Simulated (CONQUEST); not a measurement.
Write the native input for CONQUEST 1.3 that does the following.

```
Task                : single point
Functional          : PBE
Potentials or basis : PseudoDojo NC PBE, DZP, grid cutoff 60 Ha
k mesh              : 8 × 8 × 6
Occupations         : fermi-dirac, width 0.05 eV
Spin                : no spin polarisation
Solver              : diagonalisation
SCF tolerance       : 1e-06
```

The system is C.

```xyz
4
Lattice="2.5221 0.0000 0.0000 0.0000 2.5221 0.0000 0.0000 0.0000 3.5667" Properties=species:S:1:pos:R:3 pbc="T T T"
C     0.0116    1.2544    0.8932
C     1.2726    2.5154    2.6766
C     1.2296    1.2493    3.5451
C     2.4906    2.5103    1.7618
```

This isn't the form of C at room conditions, which is graphite.

The cell isn't the ideal one: atoms moved at random, drawn with an rms of 0.05 Å.

The input as run:

Conquest_input

```
IO.Title C
IO.Coordinates coords.dat
IO.FractionalAtomicCoords T
IO.Iprint 2
IO.Iprint_init 1
General.NumberOfSpecies 1
General.PseudopotentialType hamann
AtomMove.TypeOfRun static
AtomMove.FullStress T
Grid.GridCutoff 60
DM.SolutionMethod diagon
Diag.MPMesh T
Diag.GammaCentred T
Diag.MPMeshX 8
Diag.MPMeshY 8
Diag.MPMeshZ 6
Diag.kT 0.00183747
minE.SCTolerance 1e-6
SC.MaxIters 100
IO.AtomChargeOutput T
%block ChemicalSpeciesLabel
1 12.010 C
%endblock
```

coords.dat

```
    4.7660140857     0.0000000000     0.0000000000
    0.0000000000     4.7660140857     0.0000000000
    0.0000000000     0.0000000000     6.7401617577
4
  0.0045825000   0.4973565000   0.2504195000 1 T T T
  0.5045825000   0.9973565000   0.7504195000 1 T T T
  0.4875410000   0.4953390000   0.9939420000 1 T T T
  0.9875410000   0.9953390000   0.4939420000 1 T T T
```

Potentials or basis: PseudoDojo NC PBE, DZP, grid cutoff 60 Ha.

The run is started by

```bash
$ Conquest
```

It gave:

The pressure is 8.3 GPa, the largest force is 1.758 eV/Å and the band gap on the k mesh is 3.37 eV.

Caveat: the basis of atomic orbitals isn't converged, which shifts pressures, moduli and gaps.

It took 120 s on 1 thread of Intel(R) Xeon(R) Platinum 8375C CPU @ 2.90GHz (Ice Lake), with other jobs on the host, peak memory 0.26 GiB.
